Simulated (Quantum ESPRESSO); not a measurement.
Input of a Quantum ESPRESSO 7.5 run:

The input pw.in:

```
&CONTROL
  calculation = 'scf'
  prefix = 'pwscf'
  outdir = './tmp'
  pseudo_dir = './pseudo'
  tprnfor = .true.
  tstress = .true.
  disk_io = 'low'
/
&SYSTEM
  ibrav = 0
  nat = 1
  ntyp = 1
  ecutwfc = 55
  ecutrho = 440
  nbnd = 10
  occupations = 'smearing'
  smearing = 'fd'
  degauss = 0.00367493
/
&ELECTRONS
  conv_thr = 2d-10
  electron_maxstep = 120
  mixing_beta = 0.5
/
ATOMIC_SPECIES
Cs   132.9055 Cs_pbe_v1.uspp.F.UPF
CELL_PARAMETERS angstrom
  -2.7500754600    2.7500754600    4.0972389800
   2.7500754600   -2.7500754600    4.0972389800
   2.7500754600    2.7500754600   -4.0972389800
ATOMIC_POSITIONS crystal
Cs     0.0000000000    0.0000000000    0.0000000000
K_POINTS automatic
7 7 7 0 0 0
```

The input pp_density.in:

```
&INPUTPP
  prefix = 'pwscf'
  outdir = './tmp'
  filplot = 'density.dat'
  plot_num = 0
/
&PLOT
  nfile = 1
  filepp(1) = 'density.dat'
  iflag = 3
  output_format = 6
  fileout = 'density.cube'
/
```

pp_potential.in

```
&INPUTPP
  prefix = 'pwscf'
  outdir = './tmp'
  filplot = 'potential.dat'
  plot_num = 11
/
&PLOT
  nfile = 1
  filepp(1) = 'potential.dat'
  iflag = 3
  output_format = 6
  fileout = 'potential.cube'
/
```

Potentials or basis: SSSP 1.3 efficiency PBE.

Launch:

```console
$ OMP_NUM_THREADS=1 pw.x -in pw.in > pw.out
$ OMP_NUM_THREADS=1 pp.x -in pp_density.in > pp_density.out
$ OMP_NUM_THREADS=1 pp.x -in pp_potential.in > pp_potential.out
```

(1) What does it give for the pressure?

(2) Predict the band gap on the k mesh.

## Answers

(1) -0.1 GPa.

(2) none (metal or under the smearing width).
